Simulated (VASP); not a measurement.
Wanted: the native input for a VASP 6.6.1 run.

| Property | Result |
| --- | --- |
| Task | relaxation of cell and atoms |
| Functional | PBE |
| Potentials or basis | VASP PAW PBE potentials, release 64 (Mo_sv) |
| Cutoff | 520 eV |
| k mesh | 18 × 18 × 18 |
| Occupations | gaussian, width 1 eV |
| Spin | no spin polarisation |
| Further INCAR settings | ALGO = Fast; EDIFF = 1e-07; IBRION = 2; EDIFFG = -0.002; NSW = 80; ISIF = 3 |

The structure of Mo lies in POSCAR:

```
Mo
1.0
   -1.5734150000      1.5734150000      1.5734150000
    1.5734150000     -1.5734150000      1.5734150000
    1.5734150000      1.5734150000     -1.5734150000
Mo
1
Direct
    0.0000000000      0.0000000000      0.0000000000
```

These files were run (other wordings do the same):

INCAR

```
ALGO = Fast
EDIFF = 1E-7
EDIFFG = -0.002
ENCUT = 520
GGA = PE
IBRION = 2
ISIF = 3
ISMEAR = 0
LASPH = T
LCHARG = F
LREAL = F
LWAVE = F
NELM = 80
NSW = 80
PREC = Accurate
SIGMA = 1.0
```

KPOINTS

```
k-points
0
Gamma
  18 18 18
```

Potentials or basis: VASP PAW PBE potentials, release 64 (Mo_sv).

Launch:

```bash
$ cat potpaw_PBE.64/Mo_sv/POTCAR > POTCAR
$ mpirun -np 1 vasp_std > vasp.out
```

It gave:

```yaml
Relaxed_volume: 15.93 Å³/atom
Relaxed_cell: a = 2.746 Å, b = 2.746 Å, c = 2.746 Å, α = 109.47°, β = 109.47°, γ = 109.47°
Space_group_after_relaxing_to_0.05_Å: Im-3m (No. 229)
Energy_gained_by_relaxing: 6.2 meV/atom
Ionic_steps: 4
Pressure_after_relaxing: 0.0 GPa
Band_gap_on_the_k_mesh: none (metal or under the smearing width)
```

Run time: 58 s on 1 thread of AMD EPYC 9R45 96-Core Processor (Zen 5) (shared host), peak memory 0.12 GiB.
